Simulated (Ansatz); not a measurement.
# CaS: stress in a strained cell

CaS is deformed so: xy engineering shear strain of +2 %. What stress and forces result, by LAPW, PAW and all-electron datasets made for the crystal?

The COD entry's cell or inner coordinates are ideal or old and differ from later refinements, so a difference from it is no clean test against experiment.

Program: Ansatz 0.2.0. Level of theory: DFT PBE, scalar-relativistic. These are calculated values, not measurements.

1 further run of the same task is left out (it didn't finish). Runs told in other sessions of the task aren't counted.

### Step 1. The system as given

Symmetry: Fm-3m, No. 225, cubic system. The conventional cell has a = 5.686 Å, b = 5.686 Å, c = 5.686 Å, α = 90.00°, β = 90.00°, γ = 90.00°. Ca (site symmetry m-3m) has 6 S at 2.84 Å in its first shell of neighbours. S (site symmetry m-3m) has 6 Ca at 2.84 Å in its first shell of neighbours.

Coordinates:

```xyz
2
Lattice="0.0000 2.8430 2.8430 2.8430 0.0000 2.8430 2.8430 2.8430 0.0000" Properties=species:S:1:pos:R:3 pbc="T T T"
Ca    0.0000    0.0000    0.0000
S     2.8430    2.8430    2.8430
```

Atoms are numbered in the order of the input: Ca1, S2.

### Step 2. The deformed structure

Space group Fm-3m before, Immm after.

### Step 3. Full-potential LAPW

input.yaml reads:

```yaml
crystal:
  lattice:
    - [0.02843, 2.843, 2.843]
    - [2.843, 0.02843, 2.843]
    - [2.87143, 2.87143, 0.0]
  atoms:
    - { symbol: Ca, position: [0.0, 0.0, 0.0] }
    - { symbol: S, position: [0.5, 0.5, 0.5] }
kpoints:
  mp_grid: { grid: [7, 7, 7] }
scf:
  occupations: { method: fermi_dirac, width: 0.01 }
hamiltonian:
  xc: pbe
  pseudopotentials: { kind: all_electron, lapw: { basis_error: 0.00025 } }
output:
  forces: true
  stress: true
  eigenvalues: true
```

On the command line:

```
ansatz run input.yaml --threads 1 --pin off --max-ram 2048MiB --backend cpu --events-out ev --progress --plain --runs-dir out
```

### Step 4. PAW with frozen cores

Edit input.yaml of step 3 so:

```diff
@@ -14,3 +14,3 @@
   xc: pbe
-  pseudopotentials: { kind: all_electron, lapw: { basis_error: 0.00025 } }
+  pseudopotentials: { kind: paw }
 output:
@@ -19 +19,2 @@
   eigenvalues: true
+  efg: { contact_densities: true }
```

### Step 5. All-electron PAW on datasets made for the crystal

Edit input.yaml of step 4 so:

```diff
@@ -14,3 +14,3 @@
   xc: pbe
-  pseudopotentials: { kind: paw }
+  pseudopotentials: { kind: all_electron, datasets: crystal }
 output:
```

(Steps that only read results are left out.)

**Question.** What will these runs give? Wanted: pressure; largest shear or deviatoric stress.

**Answer**, as computed:

| quantity | value |
| --- | --- |
| pressure | LAPW 0.79, PAW 0.80, crystal datasets 0.79 GPa |
| largest shear or deviatoric stress (LAPW) | 0.68 GPa |

The largest part of the stress beyond the pressure is 0.68 GPa in size, in the xy component; the atoms are carried along and not relaxed. No run of the undeformed cell stands beside it, so pressure and stress hold what the given cell had before the change, as far as its symmetry allows. PAW: stress within 0.01 GPa of LAPW. Crystal datasets: stress within 0.01 GPa of LAPW.
